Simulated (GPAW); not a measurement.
**Al: relaxation of cell and atoms with PBEsol**

The system is Al.

```xyz
1
Lattice="-1.5912 1.5912 1.5912 1.5912 -1.5912 1.5912 1.5912 1.5912 -1.5912" Properties=species:S:1:pos:R:3 pbc="T T T"
Al    0.0000    0.0000    0.0000
```

This isn't the form of Al at room conditions, which is fcc.

```yaml
Program: GPAW 26.7.0
Task: relaxation of cell and atoms
Functional: PBEsol
Potentials_or_basis: PAW data sets generated in the run's folder for this functional
Cutoff: 600 eV
Basis: pw
k_mesh: 12 × 12 × 12
Occupations: fermi-dirac, width 0.05 eV
Spin: no spin polarisation
Target_pressure: 20 GPa
Maxiter: 150
Optimizer: BFGS
Fmax: 0.02 eV/Å
Max_steps: 60
Target_pressure: 20 GPa
Convergence: density=1e-05 forces=0.0001
```

```json
{
 "Relaxed volume": "13.83 Å³/atom",
 "Relaxed cell": "a = 2.619 Å, b = 2.619 Å, c = 2.619 Å, α = 109.47°, β = 109.47°, γ = 109.47°",
 "Space group after relaxing (to 0.05 Å)": "Im-3m (No. 229)",
 "Energy change on relaxing (the enthalpy is what falls)": "+143.3 meV/atom",
 "Ionic steps": "4",
 "Pressure after relaxing": "19.9 GPa",
 "Band gap on the k mesh": "none (metal or under the smearing width)"
}
```

Step by step:
```csv
step,energy change (eV),largest force (eV/Å),pressure (GPa),volume (Å³)
1,0.0000,0.0000,2.44,16.12
2,0.0430,0.0000,9.74,14.94
3,0.1655,0.0000,21.80,13.66
4,0.1433,0.0000,19.90,13.83
```

Final structure:
```
Al
1.0
    -1.51220    1.51220    1.51220
     1.51220   -1.51220    1.51220
     1.51220    1.51220   -1.51220
Al
1
Direct
  0.00000 0.00000 0.00000
```

Levels at points of the mesh, in eV from the Fermi level:
```
           k point  band 1  band 2  band 3  band 4
(0.00, 0.00, 0.00)  -12.41   14.41   14.41   14.41
(0.50, 0.50, 0.00)   -5.00   -4.07    8.70    9.64
(0.50, 0.50, 0.50)    2.22    2.22    2.22    2.69
```

Run time: 8.8 s on 1 thread of AMD EPYC 9R45 96-Core Processor (Zen 5) (shared host), peak memory 0.16 GiB.

Caveat: later steps reuse the first step's grids.
